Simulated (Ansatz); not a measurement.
The system is GaN.

```
CELL_PARAMETERS angstrom
0.00000 2.25350 2.25350
2.25350 0.00000 2.25350
2.25350 2.25350 0.00000
ATOMIC_POSITIONS crystal
Ga 0.00000 0.00000 0.00000
N 0.25000 0.25000 0.25000
```

The cell is a database's computed one.

Program: Ansatz 0.2.0. Alike in all runs: potentials or basis Ansatz PAW; no spin polarisation; cell as given; k mesh 10 × 10 × 10. Hardware: 2 threads of Intel(R) Xeon(R) Processor @ 2.50GHz (Skylake/Cascade Lake), with other jobs on the host.

Question: Order these runs on this cell by their wall time, lowest first.
A. task band structure; level r2SCAN; cutoff (eV) 500; smearing fermi-dirac 0.05 eV; points for each segment of the path 14
B. task Born charges and dielectric tensor; level LDA; cutoff (eV) 420; smearing fixed
C. task single point; level PBE; cutoff (eV) 420; smearing gaussian 0.012 eV

Answer: C (3.1 s), A (9.7 s), B (57 s).
